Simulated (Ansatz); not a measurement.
Al2Cu under changes of volume

One of the cells (15.671 Å³/atom); the others are scaled copies at fixed shape and fractional positions:

```
Cu Al
1.0
    -2.03034    2.03034    2.85109
     2.03034   -2.03034    2.85109
     2.03034    2.03034   -2.85109
Cu Al
1 2
Direct
  0.50000 0.50000 0.00000
  0.25000 0.75000 0.50000
  0.75000 0.25000 0.50000
```

The cell comes from a database or a generator and needn't be the stable form of this composition.

* Program: Ansatz 0.2.0
* Functional: r2SCAN
* Potentials or basis: Ansatz PAW
* Cutoff: 500 eV (not typed: the program's choice for these potentials)
* k mesh: 9 × 9 × 9
* Occupations: fermi-dirac, width 0.05 eV
* Spin: no spin polarisation

```csv
volume (Å³/atom),energy over the lowest point (meV/atom),pressure (GPa)
14.730,23.21,8.0
15.044,10.40,5.2
15.357,?,?
15.671,0.00,0.3
15.984,1.40,-1.7
16.297,6.60,-3.6
16.611,15.21,-5.2
```

Question: What does the run at 15.357 Å³/atom give?

Answer: Energy over the lowest point 2.84 meV/atom; pressure 2.6 GPa.

Worked out: A Birch-Murnaghan fit of order 3 (a polynomial in V^(-2/3)) to the other rows has its minimum at 15.72 Å³/atom with B0 = V·E''(V) = 107 GPa and B' = 4.4 at fixed shape and positions, which overstates the stiffness. It gives 2.85 meV/atom at 15.357 Å³/atom, against the run's 2.84, and -dE/dV = 2.6 GPa, against 2.6.

Energies are extrapolated to zero smearing.

Caveats: the PAW data sets come from PBE, with cores solved anew for the run's functional, which leaves a small shift of forces and pressure.
